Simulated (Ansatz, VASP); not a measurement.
**Al in VASP and in Ansatz**

```
Al
1.0
    -1.34475    1.34475    1.34475
     1.34475   -1.34475    1.34475
     1.34475    1.34475   -1.34475
Al
1
Cartesian
  0.0000 0.0000 0.0000
```

Change from the starting cell: volume scaled by 0.6, LAPW.

Alike in both runs: task single point; functional LDA; k mesh 19 × 19 × 19; occupations fermi-dirac, width 0.08 eV; no spin polarisation.

|  | VASP | Ansatz |
| --- | --- | --- |
| version | VASP 6.6.1 | Ansatz 0.2.0 |
| potentials or method | VASP PAW LDA potentials, release 64 (Al), cutoff 520 eV | all-electron LAPW, scalar-relativistic |

|  | VASP | Ansatz | Ansatz less VASP |
| --- | --- | --- | --- |
| pressure (GPa) | 112.5 | 110.7 | -1.77 |

Ansatz ran all-electron here, so the differences hold the error of VASP's frozen core and of both bases.

Caveats: the cell as given lies far from equilibrium; so large a pressure means that the cell lies far from this level's equilibrium, or that cutoff or potentials fall short (VASP).
